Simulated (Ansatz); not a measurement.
Computed with DFT PBE, scalar-relativistic, plane waves, PAW (Ansatz). Settings: cutoff 420 eV, Γ-centred meshes spaced at most about 0.3 Å⁻¹, and about 0.25 Å⁻¹ or finer for metals (2π included), Gaussian smearing. No spin polarisation.

These are static total energies at zero pressure.

Two relaxed structures of AlIn2As3:

A.

```cif
data_structure
_symmetry_space_group_name_H-M 'I-4m2'
_symmetry_Int_Tables_number 119
_cell_length_a 4.2571
_cell_length_b 4.2571
_cell_length_c 18.1201
_cell_angle_alpha 90.000
_cell_angle_beta 90.000
_cell_angle_gamma 90.000
_cell_volume 328.39
loop_
_atom_site_label
_atom_site_type_symbol
_atom_site_symmetry_multiplicity
_atom_site_Wyckoff_symbol
_atom_site_fract_x
_atom_site_fract_y
_atom_site_fract_z
_atom_site_occupancy
Al1 Al 2 a 0.00000 0.00000 0.00000 1
In1 In 4 e 0.50000 0.50000 0.16248 1
As1 As 4 f 0.50000 0.00000 0.42600 1
As2 As 2 c 0.00000 0.50000 0.25000 1
```

B.

```cif
data_structure
_symmetry_space_group_name_H-M 'P6_3mc'
_symmetry_Int_Tables_number 186
_cell_length_a 4.2522
_cell_length_b 4.2522
_cell_length_c 21.0247
_cell_angle_alpha 90.000
_cell_angle_beta 90.000
_cell_angle_gamma 120.000
_cell_volume 329.23
loop_
_atom_site_label
_atom_site_type_symbol
_atom_site_symmetry_multiplicity
_atom_site_Wyckoff_symbol
_atom_site_fract_x
_atom_site_fract_y
_atom_site_fract_z
_atom_site_occupancy
Al1 Al 2 b 0.33333 0.66667 0.66670 1
In1 In 2 b 0.33333 0.66667 0.00385 1
In2 In 2 b 0.33333 0.66667 0.33095 1
As1 As 2 b 0.33333 0.66667 0.13163 1
As2 As 2 b 0.33333 0.66667 0.45792 1
As3 As 2 b 0.33333 0.66667 0.78495 1
```

Question: Which form is favoured at zero pressure, and by what margin per atom?

Answer: A is lower, by 18 meV/atom. A has Al and In ordered on zinc blende sites, space group I-4m2 (No. 119), 27.4 Å³/atom and a gap of 0.11 eV on its mesh; B has Al and In ordered on wurtzite sites, space group P6_3mc (No. 186), 27.4 Å³/atom and no gap. In A, around Al lie 4 As at 2.52 Å; around In lie 4 As at 2.65–2.66 Å; As on a site of symmetry 2mm is surrounded by 2 Al at 2.52 Å and 2 In at 2.66 Å; 1 more site not described. In B, Al has 4 As at 2.49–2.56 Å; In on its first site is surrounded by 4 As at 2.64–2.69 Å; As on its first site has 3 Al at 2.56 Å and 1 In at 2.69 Å; 3 more sites not described. Both come from invented guesses.

For metals, differences of a few meV/atom aren't resolved. Kohn–Sham gaps at this level usually fall short of measured ones. The zero gap of P6_3mc may come from the functional, which often closes small gaps. Cells relaxed within their symmetry can be saddle points.
